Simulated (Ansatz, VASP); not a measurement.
Two plane-wave programs on Ga

Contents of INCAR:

```
SYSTEM = Ga
PREC = Accurate
ENCUT = 520
EDIFF = 1E-7
ISMEAR = -1
SIGMA = 0.05
LREAL = .False.
LASPH = .True.
NELM = 80
ALGO = Normal
ISIF = 2
LWAVE = .False.
LCHARG = .False.
GGA = PS
NBANDS = 12
```

KPOINTS

```
regular mesh
0
Gamma
  13 13 13
  0 0 0
```

The input POSCAR:

```
Ga
1.0
   -1.4026165814      1.4026165814      2.3416381643
    1.4026165814     -1.4026165814      2.3416381643
    1.4026165814      1.4026165814     -2.3416381643
Ga
1
Direct
    0.0000000000      0.0000000000      0.0000000000
```

Contents of input.yaml:

```yaml
crystal:
  lattice:
    - [-1.4026165814, 1.4026165814, 2.3416381643]
    - [1.4026165814, -1.4026165814, 2.3416381643]
    - [1.4026165814, 1.4026165814, -2.3416381643]
  atoms:
    - { symbol: Ga, position: [0.0, 0.0, 0.0] }
hamiltonian:
  xc: pbesol
  pseudopotentials: { kind: paw }
kpoints:
  mp_grid: { grid: [13, 13, 13] }
scf:
  occupations: { method: fermi_dirac, width: 0.05 }
output:
  forces: true
  stress: true
  eigenvalues: true
  write_density: true
  write_potential: true
  elf: true
  volumetric_format: npy
```

Change from the starting cell: volume scaled by 1.04.

Alike in both runs: task single point; functional PBEsol; k mesh 13 × 13 × 13; occupations fermi-dirac, width 0.05 eV; no spin polarisation.

|  | VASP | Ansatz |
| --- | --- | --- |
| version | VASP 6.6.1 | Ansatz 0.2.0 |
| potentials or method | VASP PAW PBE potentials, release 64 (Ga_d) | Ansatz PAW |
| plane-wave cutoff (eV) | 520 | 420 |
| valence electrons in the cell | 13 | 13 |

Ansatz gave:

| Quantity | Value |
| --- | --- |
| gap on the k mesh at the Fermi level (eV) | none |
| pressure (GPa) | -2.5 |

Task: Which values does VASP return?

Result: gap on the k mesh at the Fermi level (eV): none; pressure (GPa): -2.4.

A gap of «none» marks a metal or a gap that the smearing closes. The functional is the same, so the differences come from potentials, cutoffs and numerics.

Caveats: the PAW data sets were made with another functional, which shifts forces and pressure a little (VASP); the PAW data sets come from PBE, with cores solved anew for the run's functional, which leaves a small shift of forces and pressure (Ansatz).
